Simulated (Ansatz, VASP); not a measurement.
# PbO in VASP and in Ansatz

Contents of INCAR:

```
ALGO = Normal ; EDIFF = 1E-7
ENCUT = 520 ; GGA = CA
ISIF = 2 ; ISMEAR = 0
LASPH = True ; LCHARG = True
LELF = True ; LREAL = False
LVHAR = True ; LWAVE = False
NBANDS = 28 ; NELM = 100
PREC = Accurate ; SIGMA = 0.05
```

Contents of KPOINTS:

```
k-points
0
Gamma
  8 8 6
```

The input POSCAR:

```
PbO
1.0
    3.9744000000      0.0000000000      0.0000000000
    0.0000000000      3.9744000000      0.0000000000
    0.0000000000      0.0000000000      5.0220000000
Pb O
2 2
Direct
    0.0000000000      0.5000000000      0.2351000000
    0.5000000000      0.0000000000      0.7649000000
    0.0000000000      0.0000000000     -0.0199123855
    0.5000000000      0.5000000000     -0.0199123855
```

Input for Ansatz:

```yaml
crystal:
  lattice:
    - [3.9744, 0.0, 0.0]
    - [0.0, 3.9744, 0.0]
    - [0.0, 0.0, 5.022]
  atoms:
    - { symbol: Pb, position: [0.0, 0.5, 0.2351] }
    - { symbol: Pb, position: [0.5, 0.0, 0.7649] }
    - { symbol: O, position: [0.0, 0.0, -0.0199123855] }
    - { symbol: O, position: [0.5, 0.5, -0.0199123855] }
basis:
  ecutwfc: 420
kpoints:
  mp_grid: { grid: [8, 8, 6] }
hamiltonian:
  xc: lda
scf:
  occupations: { method: gaussian, width: 0.05 }
output:
  forces: true
  stress: true
  eigenvalues: true
```

Change from the starting cell: all O atoms moved -0.100 Å, as atom 3 along Cartesian [0 0 1].

Alike in both runs: task single point; functional LDA; k mesh 8 × 8 × 6; occupations gaussian, width 0.05 eV; no spin polarisation.

|  | VASP | Ansatz |
| --- | --- | --- |
| version | VASP 6.6.1 | Ansatz 0.2.0 |
| potentials or method | VASP PAW LDA potentials, release 64 (Pb_d, O) | scalar-relativistic, plane waves, PAW |
| plane-wave cutoff (eV) | 520 | 420 |
| valence electrons in the cell | 40 | 40 |

```csv
,VASP,Ansatz,Ansatz less VASP
gap on the k mesh at the Fermi level (eV),1.16,1.18,+0.021
least direct gap on the mesh (eV),2.18,2.17,-0.010
pressure (GPa),-1.4,-1.6,-0.23
largest component of the traceless stress (GPa),0.10,0.09,-0.010
rms of the force components (eV/Å),0.479,0.478,-0.0011
```

Atom by atom the forces differ by 0.030 eV/Å (rms over components).

Caveats: spin-orbit coupling is left out, which as a rule narrows the gap of such compounds by several tenths of an eV. A k mesh can miss the band edges.
